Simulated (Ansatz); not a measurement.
# Se: strong compression

An exercise on one series of results from a longer session: the logs are not shown, and one member is left open.

Computed with Ansatz 0.2.0 (DFT PBE, with the methods named in each step, unless a step's input says otherwise).

### The system as given

It takes space group R-3m (No. 166, trigonal). Conventional cell: a = 3.923 Å, b = 3.923 Å, c = 10.397 Å, α = 90.00°, β = 90.00°, γ = 120.00°. Around Se (site symmetry 3m) lie 3 Se at 2.64 Å.

Coordinates:

```cif
data_structure
_symmetry_space_group_name_H-M 'R-3m:H'
_symmetry_Int_Tables_number 166
_cell_length_a 3.9234
_cell_length_b 3.9234
_cell_length_c 10.3970
_cell_angle_alpha 90.000
_cell_angle_beta 90.000
_cell_angle_gamma 120.000
_cell_volume 138.60
loop_
_atom_site_label
_atom_site_type_symbol
_atom_site_symmetry_multiplicity
_atom_site_Wyckoff_symbol
_atom_site_fract_x
_atom_site_fract_y
_atom_site_fract_z
_atom_site_occupancy
Se1 Se 6 c 0.33333 0.66667 0.89867 1
```

The file gives the conventional cell by its symmetry; the runs use the cell typed in the input.

Whether this phase is the stable one at these pressures isn't tested.

Atoms are numbered in the order of the input: Se1, Se2.

Set-up of the first run:

Input file input.yaml:

```yaml
crystal:
  lattice:
    - [1.9616984362, -1.1325871202, 3.4656672373]
    - [0.0, 2.2651742404, 3.4656672373]
    - [-1.9616984362, -1.1325871202, 3.4656672373]
  atoms:
    - { symbol: Se, position: [0.232, 0.232, 0.232] }
    - { symbol: Se, position: [-0.232, -0.232, -0.232] }
kpoints:
  mp_grid: { grid: [13, 13, 13] }
scf:
  occupations: { method: fermi_dirac, width: 0.08 }
hamiltonian:
  xc: pbe
  pseudopotentials: { kind: paw }
output:
  forces: true
  stress: true
  write_density: true
  write_potential: true
  elf: true
  volumetric_format: npy
relax:
  f_tol: 0.005
  max_steps: 40
  cell: {}
```

Command:

```console
ansatz run input.yaml --threads 1 --pin off --max-ram 2048MiB --backend cpu --events-out ev --progress --plain --runs-dir out
```

Steps of the session up to this table: Cell relaxed at zero pressure, PAW; Volume scaled by 1, PAW; Shape and atoms relaxed at 0.9 of the volume, PAW; Volume scaled by 0.9, PAW; Volume scaled by 0.9, PAW (source ansatz); Shape and atoms relaxed at 0.8 of the volume, PAW; Volume scaled by 0.8, PAW; Shape and atoms relaxed at 0.7 of the volume, PAW; Volume scaled by 0.7, PAW; Shape and atoms relaxed at 0.6 of the volume, PAW; Volume scaled by 0.6, PAW; Shape and atoms relaxed at 0.5 of the volume, PAW; Volume scaled by 0.5, PAW; Shape and atoms relaxed at 0.4 of the volume, PAW; Volume scaled by 0.4, PAW; Volume scaled by 0.4, PAW (source ansatz).

One of the session's tables, all rows but one given; the rest of the session is left out.

```
             method  volume over the first  volume (Å³/atom)  pressure (GPa)
                PAW                      1            22.679            0.00
                PAW                    0.9            20.411            9.36
                PAW                    0.8            18.143           25.86
                PAW                    0.7            15.875           55.42
                PAW                    0.6            13.608          104.11
                PAW                    0.5            11.340          195.18
                PAW                    0.4             9.072          398.93
PAW (source ansatz)                    0.9                 ?               ?
PAW (source ansatz)                    0.4             9.072          399.17
```

Q: Estimate the row for PAW (source ansatz), 0.9 from the others.

**Answer.** volume (Å³/atom): 20.411; pressure (GPa): 9.34.

To keep in mind: Warnings in the runs' records: structure snapped to symmetry.
